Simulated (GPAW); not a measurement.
# GaCo (Pm-3m) in GPAW: single point with PBE

Aim: the single point of GaCo with PBE.

Everything below comes from runs of GPAW 26.7.0. Logs are shortened: lines on timing, memory, paths and dates and some standing lists are left out, and cuts for length are marked. The log counts tension as positive stress, the text compression.

## (1) The structure

Symmetry: Pm-3m, No. 221, cubic system. Conventional cell: a = 2.878 Å, b = 2.878 Å, c = 2.878 Å, α = 90.00°, β = 90.00°, γ = 90.00°. Ga (site symmetry m-3m) has 8 Co at 2.49 Å as nearest neighbours. Around Co (site symmetry m-3m) lie 8 Ga at 2.49 Å.

## (2) Single point, PBE, collinear spin, ferromagnetic start

GaCo.cif reads:

```cif
data_GaCo
_cell_length_a 2.87800000
_cell_length_b 2.87800000
_cell_length_c 2.87800000
_cell_angle_alpha 90.00000000
_cell_angle_beta 90.00000000
_cell_angle_gamma 90.00000000
_space_group_name_H-M_alt 'P1'
_space_group_name_Hall 'P 1'
_space_group_IT_number 1
loop_
_space_group_symop_operation_xyz
'x,y,z'
loop_
_atom_site_label
_atom_site_type_symbol
_atom_site_symmetry_multiplicity
_atom_site_Wyckoff_symbol
_atom_site_fract_x
_atom_site_fract_y
_atom_site_fract_z
_atom_site_occupancy
Ga1 Ga 1 a 0.5000000000 0.5000000000 0.5000000000 1
Co1 Co 1 a 0.0000000000 0.0000000000 0.0000000000 1
```

Potentials or basis: GPAW PAW data sets (gpaw-data 1.2.1), pw.

Launch:

```console
> OMP_NUM_THREADS=1 gpaw run GaCo.cif -p 'mode=PW(600),xc=PBE,kpts={size:(9,9,9),gamma:True},occupations={name:fermi-dirac,width:0.05},nbands=15,convergence={density:1e-05,energy:1e-05},maxiter=150,txt=gpaw.txt' --properties efsMm -w gs.gpw --modify 'atoms.set_initial_magnetic_moments([0.0, 2.0])'
```

The program printed:

```text
__  _  _
 | _ |_)|_||  |
 |__||  | ||/\| - 26.7.0

Input parameters:
  mode=PW(ecut=600.0),
  convergence={'density': 1e-05, 'energy': 1e-05},
  kpts=MonkhorstPack(size=[9, 9, 9], gamma=True),
  maxiter=150,
  nbands=15,
  occupations=Occupations(name='fermi-dirac', width=0.05),
  xc=XC(name='PBE')

Diagonalizing LCAO Hamiltonian
Converting LCAO to pw mode
   .------.
  /|      |
 * |      |
 | | Ga   |
 | .------.
 |/      /
 Co-----*

Atoms  # Å, Bohr magnetons
|   | symbol |        x |        y |        z |    initial magnetic moments |
|---|--------|----------|----------|----------|-----------------------------|
| 0 |     Ga | 1.439000 | 1.439000 | 1.439000 | ( 0.0000,  0.0000,  0.0000) |
| 1 |     Co | 0.000000 | 0.000000 | 0.000000 | ( 0.0000,  0.0000,  2.0000) |

Unit cell  # Å
| periodic |        x |        y |        z |  lengths |    angles |
|----------|----------|----------|----------|----------|-----------|
|      yes | 2.878000 | 0.000000 | 0.000000 | 2.878000 | 90.000000 |
|      yes | 0.000000 | 2.878000 | 0.000000 | 2.878000 | 90.000000 |
|      yes | 0.000000 | 0.000000 | 2.878000 | 2.878000 | 90.000000 |

Number of symmetries: 48
Symmetry operations  # r_c * U_cc + t_c -> r_c
|    | kind |            matrix            |
|----|------|------------------------------|
|  0 |  E   |  1, 0, 0,  0, 1, 0,  0, 0, 1 |
|  1 |  σ   |  1, 0, 0,  0, 1, 0,  0, 0,-1 |
|  2 |  σ   |  1, 0, 0,  0, 0, 1,  0, 1, 0 |
|  3 |  C4  |  1, 0, 0,  0, 0, 1,  0,-1, 0 |
|  4 |  C4  |  1, 0, 0,  0, 0,-1,  0, 1, 0 |
|  5 |  σ   |  1, 0, 0,  0, 0,-1,  0,-1, 0 |
|  6 |  σ   |  1, 0, 0,  0,-1, 0,  0, 0, 1 |
|  7 |  C2  |  1, 0, 0,  0,-1, 0,  0, 0,-1 |
|  8 |  σ   |  0, 1, 0,  1, 0, 0,  0, 0, 1 |
|  9 |  C2  |  0, 1, 0,  1, 0, 0,  0, 0,-1 |
| 10 |  C3  |  0, 1, 0,  0, 0, 1,  1, 0, 0 |
| 11 |  S6  |  0, 1, 0,  0, 0, 1, -1, 0, 0 |
| 12 |  S6  |  0, 1, 0,  0, 0,-1,  1, 0, 0 |
| 13 |  C3  |  0, 1, 0,  0, 0,-1, -1, 0, 0 |
| 14 |  C4  |  0, 1, 0, -1, 0, 0,  0, 0, 1 |
| 15 |  S4  |  0, 1, 0, -1, 0, 0,  0, 0,-1 |
| 16 |  C3  |  0, 0, 1,  1, 0, 0,  0, 1, 0 |
| 17 |  S6  |  0, 0, 1,  1, 0, 0,  0,-1, 0 |
| 18 |  σ   |  0, 0, 1,  0, 1, 0,  1, 0, 0 |
| 19 |  C4  |  0, 0, 1,  0, 1, 0, -1, 0, 0 |
| 20 |  C2  |  0, 0, 1,  0,-1, 0,  1, 0, 0 |
| 21 |  S4  |  0, 0, 1,  0,-1, 0, -1, 0, 0 |
| 22 |  S6  |  0, 0, 1, -1, 0, 0,  0, 1, 0 |
| 23 |  C3  |  0, 0, 1, -1, 0, 0,  0,-1, 0 |
| 24 |  S6  |  0, 0,-1,  1, 0, 0,  0, 1, 0 |
| 25 |  C3  |  0, 0,-1,  1, 0, 0,  0,-1, 0 |
| 26 |  C4  |  0, 0,-1,  0, 1, 0,  1, 0, 0 |
| 27 |  σ   |  0, 0,-1,  0, 1, 0, -1, 0, 0 |
| 28 |  S4  |  0, 0,-1,  0,-1, 0,  1, 0, 0 |
| 29 |  C2  |  0, 0,-1,  0,-1, 0, -1, 0, 0 |
| 30 |  C3  |  0, 0,-1, -1, 0, 0,  0, 1, 0 |
| 31 |  S6  |  0, 0,-1, -1, 0, 0,  0,-1, 0 |
| 32 |  C4  |  0,-1, 0,  1, 0, 0,  0, 0, 1 |
| 33 |  S4  |  0,-1, 0,  1, 0, 0,  0, 0,-1 |
| 34 |  S6  |  0,-1, 0,  0, 0, 1,  1, 0, 0 |
| 35 |  C3  |  0,-1, 0,  0, 0, 1, -1, 0, 0 |
| 36 |  C3  |  0,-1, 0,  0, 0,-1,  1, 0, 0 |
| 37 |  S6  |  0,-1, 0,  0, 0,-1, -1, 0, 0 |
[... 93 lines left out ...]
    |   4s |  2.000 |      -5.469 |    1.005 |
    |   4p |  0.000 |      -1.277 |    1.058 |
    |   3d |  7.000 |      -8.205 |    1.005 |
    |    s |        |      21.742 |    1.005 |
    |    p |        |      25.934 |    1.058 |
    |    d |        |      19.007 |    1.005 |

    Using partial waves for Co as LCAO basis

Reference energy: -90787.381435  # eV

eigensolver:
  PPCG
  Converge bands: occupied
  niter=2

density mixing:
  MSR1-Mixer
  Pratt-step length: 0.05
  Maximum mixing coefficient: 0.75
  Old densities: 10
  SVD Regularization: 0.005
  Good broyden scale: 1.0
  Trust region scale: 1.0
  Backstep threshold: 4.0
  History deletion threshold: 6.0
  Fourier metric: weight=20.0, sigma=0.015

occupation numbers:
  Fermi-Dirac:
    width: 0.0500  # eV

poisson solver:
  ecut: 4800.0  # eV

xc functional:
[... 7 lines left out ...]

SCF iterations
|iter     | |      energy | eigst |  dens |  magmom |
|---------|-|-------------|-------|-------|---------|
|iter:   1| |  -11.816829 | +0.29 |       |  +2.0050|
|iter:   2| |  -11.602108 | -1.98 | -0.68 |  +1.9382|
|iter:   3| |  -11.498686 | -2.11 | -0.76 |  +1.5389|
|iter:   4| |  -11.610508 | -2.72 | -0.99 |  +0.9312|
|iter:   5| |  -11.664291 | -2.75 | -1.35 |  +0.4552|
|iter:   6| |  -11.673922 | -2.94 | -1.62 |  +0.1239|
|iter:   7| |  -11.678184 | -4.16 | -1.92 |  +0.1999|
|iter:   8| |  -11.682639 | -3.71 | -2.22 |  +0.1566|
|iter:   9| |  -11.683787 | -4.42 | -2.70 |  +0.1268|
|iter:  10| |  -11.684956 | -4.08 | -2.90 |  +0.0729|
|iter:  11| |  -11.685398 | -4.52 | -3.07 |  +0.0315|
|iter:  12| |  -11.685498 | -4.92 | -3.25 |  +0.0038|
|iter:  13| |  -11.685495c| -5.99 | -3.66 |  -0.0053|
|iter:  14| |  -11.685498c| -6.42 | -4.08 |  -0.0014|
|iter:  15| |  -11.685499c| -7.43c| -4.57 |  +0.0000|
|iter:  16| |  -11.685499c| -8.36c| -5.29c|  +0.0001|

Converged in 16 steps
Energy contributions relative to reference atoms: (reference = -90787.381435)

Energy contributions:
  Kinetic:          33.787481
  Coulomb:         -26.933692
  Zero:             -0.032991
  External:          0.000000
  Xc:              -18.501167
  Entropy:          -0.010260
  Spinorbit:         0.000000
  ----------------------------
  Free energy:     -11.690629
  Extrapolated:    -11.685499

dipole moment: (-7.692101, -7.692101, -7.692101)  # |e|*Ang

Total magnetic moment: (0.000000, 0.000000, 0.000132)

Local magnetic moments
|        x |        y |         z |
|----------|----------|-----------|
| 0.000000 | 0.000000 | -0.000002 |  # Ga   0
| 0.000000 | 0.000000 |  0.000132 |  # Co   1

Fermi level: 10.484
Eigenvalues  # (at kpt = [0.000, 0.000, 0.000])
| band index |      eig [eV] | occ [0-1] |      eig [eV] | occ [0-1] |
|------------|---------------|-----------|---------------|-----------|
|          0 |        -1.630 |     1.000 |        -1.630 |     1.000 |
|          1 |         7.889 |     1.000 |         7.890 |     1.000 |
|          2 |         7.889 |     1.000 |         7.890 |     1.000 |
|          3 |         9.770 |     1.000 |         9.770 |     1.000 |
|          4 |         9.770 |     1.000 |         9.770 |     1.000 |
|          5 |         9.770 |     1.000 |         9.770 |     1.000 |
|          6 |        15.711 |     0.000 |        15.711 |     0.000 |
|          7 |        15.711 |     0.000 |        15.711 |     0.000 |
|          8 |        15.711 |     0.000 |        15.711 |     0.000 |
|          9 |        21.307 |     0.000 |        21.307 |     0.000 |
|         10 |        21.307 |     0.000 |        21.307 |     0.000 |
|         11 |        23.033 |     0.000 |        23.033 |     0.000 |
|         12 |        32.520 |     0.000 |        32.520 |     0.000 |
|         13 |        32.520 |     0.000 |        32.520 |     0.000 |
|         14 |        32.520 |     0.000 |        32.520 |     0.000 |

No gap
No difference between direct/indirect transitions

Forces  # eV/Ang
|       x |       y |       z |
|---------|---------|---------|
| 0.00000 | 0.00000 | 0.00000 |  # Ga   0
| 0.00000 | 0.00000 | 0.00000 |  # Co   1

Stress tensor  # eV/Ang^3
|         x |         y |         z |
|-----------|-----------|-----------|
| -0.012482 |  0.000000 |  0.000000 |
|  0.000000 | -0.012482 |  0.000000 |
|  0.000000 |  0.000000 | -0.012482 |

# Writing to gs.gpw (mode='')
```

It took 34 s on 1 thread of Arm Neoverse V1, shared host; peak memory 0.15 GiB.

What came out:

* Free energy: -11.6906 eV
* Pressure: 2.0 GPa
* Band gap on the k mesh: none (metal or under the smearing width)
* Net moment: 0.00 μB per cell

Levels at points of the mesh, in eV from the Fermi level:
Spin up:
```csv
k point,band 3,band 4,band 5,band 6,band 7,band 8,band 9,band 10
"(0.00, 0.00, 0.00)",-2.59,-0.71,-0.71,-0.71,5.23,5.23,5.23,10.82
```
Spin down:
```csv
k point,band 4,band 5,band 6,band 7,band 8,band 9
"(0.00, 0.00, 0.00)",-0.71,-0.71,-0.71,5.23,5.23,5.23
```

Caveat: the starting moments collapsed, and a magnetic state may lie lower.

## (3) For comparison

An earlier run on the cell as given: functional PBE; potentials or basis GPAW PAW data sets (gpaw-data 1.2.1); cutoff 600 eV; basis pw; k mesh 9 × 9 × 9; occupations fermi-dirac, width 0.05 eV; collinear spin, ferromagnetic start; starting moments [0.0, 2.0] μB.

- Pressure: 2.0 GPa
- Band gap on the k mesh: none (metal or under the smearing width)
- Net moment: 0.00 μB per cell
